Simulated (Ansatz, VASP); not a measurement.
## TiC: VASP beside Ansatz

INCAR

```
SYSTEM = TiC
PREC = Accurate ; ENCUT = 520
EDIFF = 1E-6 ; ISMEAR = -1
SIGMA = 0.05 ; LREAL = .FALSE.
LASPH = .TRUE. ; NELM = 100
ALGO = Normal ; ISIF = 2
LWAVE = .FALSE. ; LCHARG = .FALSE.
GGA = RE ; NBANDS = 15
```

KPOINTS

```
Automatic mesh
0
G
  11 11 11
  0 0 0
```

Contents of POSCAR:

```
TiC
1.0
    0.0000000000      2.1657188437      2.1657188437
    2.1657188437      0.0000000000      2.1657188437
    2.1657188437      2.1657188437      0.0000000000
Ti C
1 1
Direct
    0.0000000000      0.0000000000      0.0000000000
    0.5000000000      0.5000000000      0.5000000000
```

input.yaml

```yaml
crystal:
  lattice:
    - [0.0, 2.1657188437, 2.1657188437]
    - [2.1657188437, 0.0, 2.1657188437]
    - [2.1657188437, 2.1657188437, 0.0]
  atoms:
    - { symbol: Ti, position: [0.0, 0.0, 0.0] }
    - { symbol: C, position: [0.5, 0.5, 0.5] }
kpoints:
  mp_grid: { grid: [11, 11, 11] }
  band_path:
    path:
      - [0.0, 0.0, 0.0]
      - [0.5, 0.0, 0.5]
      - [0.5, 0.25, 0.75]
      - [0.375, 0.375, 0.75]
      - [0.0, 0.0, 0.0]
      - [0.5, 0.5, 0.5]
      - [0.625, 0.25, 0.625]
      - [0.5, 0.25, 0.75]
    npoints: 10
scf:
  occupations: { method: fermi_dirac, width: 0.05 }
hamiltonian:
  xc: revpbe
  pseudopotentials: { kind: all_electron, lapw: { basis_error: 0.001 } }
output:
  forces: true
  stress: true
  eigenvalues: true
```

The cell is a database's computed one.

Alike in both runs: functional revPBE; k mesh 11 × 11 × 11; occupations fermi-dirac, width 0.05 eV; no spin polarisation.

|  | VASP | Ansatz |
| --- | --- | --- |
| version | VASP 6.6.1 | Ansatz 0.2.0 |
| potentials or method | VASP PAW PBE potentials, release 64 (Ti_sv, C) | all-electron LAPW, scalar-relativistic |
| plane-wave cutoff (eV) | 520 | see its input |
| task | single point | band structure |

Ansatz gave:

| Item | Value |
| --- | --- |
| gap on the k mesh at the Fermi level (eV) | none |
| pressure (GPa) | 3.6 |

Task: What did VASP give for the same quantities?

Result: gap on the k mesh at the Fermi level (eV): none; pressure (GPa): 3.8.

A gap of «none» marks a metal or a gap that the smearing closes. Ansatz ran all-electron here, so the differences hold the error of VASP's frozen core and of both bases.

Caveats: the PAW data sets were made with another functional, which shifts forces and pressure a little (VASP).
